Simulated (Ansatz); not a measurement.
SnSe:

```
CELL_PARAMETERS angstrom
0.00000 3.01000 3.01000
3.01000 0.00000 3.01000
3.01000 3.01000 0.00000
ATOMIC_POSITIONS crystal
Sn 0.00000 0.00000 0.00000
Se 0.50000 0.50000 0.50000
```

Measurements of this composition are mostly on another form, of space group No. 62.

Base run:

| Item | Value |
| --- | --- |
| Program | Ansatz 0.2.0 |
| Functional | PBE0 |
| Potentials or basis | Ansatz PAW |
| Cutoff | 420 eV |
| Density cutoff | 1680 eV |
| k mesh | 6 × 6 × 6 |
| Occupations | fermi-dirac, width 0.05 eV |
| Spin | no spin polarisation |

Its results: band gap on the k mesh 0.63 eV, direct.

The run is repeated on the same cell with these changes: functional from PBE0 to HSE06. What comes out?

Band gap on the k mesh 0.40 eV, direct.

Caveats: spin-orbit coupling is left out, which moves the levels of the heavy elements.

Not every run made on this cell is shown here.
